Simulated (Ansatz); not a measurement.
## H in Ga

The calculation used DFT PBE, scalar-relativistic, plane waves, PAW in Ansatz 0.2.0.

Cutoff 420 eV; k points 18×18×18 on the computed 1-atom cell (Γ-centred); Gaussian smearing, width 0.10 eV; no spin polarisation for the host; each changed cell takes a mesh and smearing chosen by its own gap and starts from the host's moments or customary ones, or runs without spin. Cells and atoms are relaxed to the nearest stationary point that keeps the symmetry of their start (forces under 0.02 to 0.04 eV/Å, stress under 0.1 to 0.2 GPa); energies are at zero smearing, without zero-point or thermal terms.

Relaxed host (gap on the mesh 0 eV):

```
Ga
1.0
    -1.44284    1.44284    2.26662
     1.44284   -1.44284    2.26662
     1.44284    1.44284   -2.26662
Ga
1
Cartesian
  0.0000 0.0000 0.0000
```

Cases: (1) 1 H in a 1×1×1 repeat of the cell, at (0.500 0.500 0.000) in fractions of that repeat, 2.04 Å from the nearest atom of the relaxed host; (2) 2 H in a 1×1×1 repeat of the cell, at (0.250 0.750 0.500), (0.750 0.250 0.500) in fractions of that repeat, 1.83 Å from the nearest atom of the relaxed host; (3) 1 H in a 2×2×2 repeat of the cell, at (0.250 0.250 0.000) in fractions of that repeat, 2.04 Å from the nearest atom of the relaxed host; (4) 1 H in a 2×2×2 repeat of the cell, at (0.125 0.375 0.250) in fractions of that repeat, 1.83 Å from the nearest atom of the relaxed host.

The table gives the energy per H taken from half an H2 molecule (negative: uptake is favourable), the swelling and the final surroundings.

```json
{"case": "1", "formula": "GaH", "energy per H (eV)": "0.95", "ΔV (%)": "+25.1", "principal strains (%)": "+11.0 +6.2 +6.2", "nearest host atoms of the first H": "4 (Ga) from 2.17 Å"}
{"case": "2", "formula": "GaH2", "energy per H (eV)": "0.67", "ΔV (%)": "+47.6", "principal strains (%)": "+17.9 +17.9 +6.2", "nearest host atoms of the first H": "4 (Ga) from 2.08 Å"}
{"case": "3", "formula": "Ga8H", "energy per H (eV)": "1.03", "ΔV (%)": "+4.1", "principal strains (%)": "+4.1 +4.1 -4.0", "nearest host atoms of the first H": "6 (Ga) from 2.14 Å"}
{"case": "4", "formula": "Ga8H", "energy per H (eV)": "0.88", "ΔV (%)": "+4.5", "principal strains (%)": "+5.7 -0.6 -0.6", "nearest host atoms of the first H": "4 (Ga) from 1.97 Å"}
```

Each ion keeps what symmetry its start has, so a lower place off a symmetric site can be missed, above all for H.

Relaxed structure of case 2, the lowest per ion:

```
CELL_PARAMETERS angstrom
-1.70145 1.70145 2.40654
1.70145 -1.70145 2.40654
1.70145 1.70145 -2.40654
ATOMIC_POSITIONS crystal
Ga 0.00000 0.00000 0.00000
H 0.25000 0.75000 0.50000
H 0.75000 0.25000 0.50000
```

In GaH2 a bond of the host changes by more than 0.6 Å or the volume by a third: the framework has rearranged or swollen or shrunk strongly, and the figure may no longer describe a topotactic step.

This form of Ga, the host, isn't the element's usual structure.

Cost: 5 runs of about 12 core-minutes in all, on Arm Neoverse V2 (shared hosts).